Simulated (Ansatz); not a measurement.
# PtSe2: the cost of one run

Method: DFT PBE+D3(BJ), scalar-relativistic, plane waves, PAW, in Ansatz 0.2.0.

The COD entry's cell or inner coordinates are ideal or old and differ from later refinements, so a difference from it is no clean test against experiment.

## (1) The structure to begin with

It takes space group P-3m1 (No. 164, trigonal). The conventional cell has a = 3.724 Å, b = 3.724 Å, c = 5.062 Å, α = 90.00°, β = 90.00°, γ = 120.00°. Pt (site symmetry -3m) is surrounded by 6 Se at 2.49 Å. Around Se (site symmetry 3m) lie 3 Pt at 2.49 Å.

As a file:

```
CELL_PARAMETERS angstrom
3.72400 0.00000 0.00000
-1.86200 3.22508 0.00000
0.00000 0.00000 5.06200
ATOMIC_POSITIONS crystal
Pt 0.00000 0.00000 0.00000
Se 0.33333 0.66667 0.25000
Se 0.66667 0.33333 0.75000
```

Source of the structure: the Crystallography Open Database.

## (8) The grid

The energy is mapped over two normal modes frozen in (zone-centre modes of the cell shown).

First coordinate, amplitude of mode 5 (160 cm⁻¹), largest displacement: 7 values from −0.09 Å. Second coordinate, amplitude of mode 8 (212 cm⁻¹), largest displacement: 7 values from −0.080 Å.

Nothing else is relaxed (the cell and all other modes fixed). Energies count from the relaxed high-symmetry cell. Points are written as (first, second).

The patterns, per unit of each coordinate (Å):

```tsv
atom	x1	y1	z1	x2	y2	z2
Pt1	0.000	0.000	0.000	0.000	0.810	0.000
Se2	0.000	1.000	0.000	0.000	-1.000	0.000
Se3	0.000	-1.000	0.000	0.000	-1.000	0.000
```

(The set-up runs are not shown.)

## (9) Grid point (−0.09 Å, −0.080 Å)

Contents of input.yaml:

```yaml
crystal:
  lattice:
    - [3.771503115, 0.0, 0.0]
    - [-1.8857515575, 3.266217508, 0.0]
    - [0.0, 0.0, 4.8219239451]
  atoms:
    - { symbol: Pt, position: [-0.0099149578, -0.0198299156, 0.0] }
    - { symbol: Se, position: [0.3318025106, 0.6636050212, 0.2655211092] }
    - { symbol: Se, position: [0.6926906531, 0.3853813061, 0.7344788908] }
basis:
  ecutwfc: 420
kpoints:
  mp_grid: { grid: [12, 12, 8] }
hamiltonian:
  xc: pbe
  pseudopotentials: { kind: paw, azcp: { folder: soft_1 } }
  dispersion: d3bj
scf:
  occupations: { method: gaussian, width: 0.15 }
output:
  forces: true
  stress: true
  eigenvalues: true
```

Run with:

```sh
> ansatz run input.yaml --threads 1 --pin off --max-ram 2048MiB --backend cpu --events-out ev --progress --plain --runs-dir out
```

What time and memory should one allow on 1 thread of Arm Neoverse V1, shared host?

About 60 s, with a peak of 0.64 GiB.
